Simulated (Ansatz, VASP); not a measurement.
Two plane-wave programs on SiSe

```xyz
2
Lattice="3.5466 0.0000 0.0000 -1.7733 3.0715 0.0000 0.0000 0.0000 3.5501" Properties=species:S:1:pos:R:3 pbc="T T T"
Si    1.7733    1.0238    1.7750
Se    0.0000    0.0000    0.0000
```

Change from the starting cell: volume scaled by 0.96.

Alike in both runs: task single point; functional PBE; k mesh 9 × 9 × 7; occupations fermi-dirac, width 0.05 eV; no spin polarisation.

```csv
,VASP,Ansatz
version,VASP 6.6.1,Ansatz 0.2.0
potentials or method,"VASP PAW PBE potentials, release 64 (Si, Se)",Ansatz PAW
plane-wave cutoff (eV),520,420
valence electrons in the cell,10,20
```

|  | VASP | Ansatz | Ansatz less VASP |
| --- | --- | --- | --- |
| gap on the k mesh at the Fermi level (eV) | none | none | - |
| pressure (GPa) | 2.8 | 2.7 | -0.04 |
| largest component of the traceless stress (GPa) | 1.26 | 1.26 | -0.006 |

A gap of «none» marks a metal or a gap that the smearing closes. With one functional, cell and mesh, what is left measures potentials, basis and numerics. The two sets of potentials don't hold the same shells in valence.
